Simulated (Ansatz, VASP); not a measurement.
One calculation of CoO, two programs

INCAR

```
  ALGO = Normal
  EDIFF = 1E-7
  ENCUT = 520
  GGA = PE
  ISIF = 2
  ISMEAR = -1
  ISPIN = 2
  LASPH = True
  LCHARG = False
  LMAXMIX = 4
  LORBIT = 11
  LREAL = False
  LWAVE = False
  MAGMOM = 2 0
  NBANDS = 18
  NELM = 150
  PREC = Accurate
  SIGMA = 0.08
```

File KPOINTS:

```
k-points
0
Gamma
  13 13 13
```

Contents of POSCAR:

```
CoO
1.0
    0.0000000000      2.1095233564      2.1095233564
    2.1095233564      0.0000000000      2.1095233564
    2.1095233564      2.1095233564      0.0000000000
Co O
1 1
Direct
    0.0000000000      0.0000000000      0.0000000000
    0.5000000000      0.5000000000      0.5000000000
```

Input for Ansatz:

```yaml
crystal:
  lattice:
    - [0.0, 2.1095233564, 2.1095233564]
    - [2.1095233564, 0.0, 2.1095233564]
    - [2.1095233564, 2.1095233564, 0.0]
  atoms:
    - { symbol: Co, position: [0.0, 0.0, 0.0], spin: 2.0 }
    - { symbol: O, position: [0.5, 0.5, 0.5] }
magnetization:
  spin_polarized: true
kpoints:
  mp_grid: { grid: [13, 13, 13] }
scf:
  occupations: { method: fermi_dirac, width: 0.08 }
hamiltonian:
  xc: pbe
  pseudopotentials: { kind: all_electron, lapw: { basis_error: 0.00025 } }
output:
  forces: true
  stress: true
  eigenvalues: true
```

Change from the starting cell: volume scaled by 0.98.

Alike in both runs: task single point; functional PBE; k mesh 13 × 13 × 13; occupations fermi-dirac, width 0.08 eV; collinear spin.

|  | VASP | Ansatz |
| --- | --- | --- |
| version | VASP 6.6.1 | Ansatz 0.2.0 |
| potentials or method | VASP PAW PBE potentials, release 64 (Co, O) | all-electron LAPW, scalar-relativistic |
| plane-wave cutoff (eV) | 520 | see its input |

|  | VASP | Ansatz | Ansatz less VASP |
| --- | --- | --- | --- |
| pressure (GPa) | 2.7 | 3.4 | +0.65 |
| net moment per atom (μB) | 1.39 | 1.41 | +0.021 |
| size of the moment on the site where the two differ most (μB) | 2.46 | 2.51 | +0.042 |

Site moments also hang on the region over which each program counts them. Ansatz ran all-electron here, so the differences hold the error of VASP's frozen core and of both bases.

Caveats: a cell with one magnetic atom can't hold antiferromagnetic order, which such compounds often take; semilocal functionals often make such compounds metallic where correlation or magnetic order opens a gap, which also shifts bond lengths.
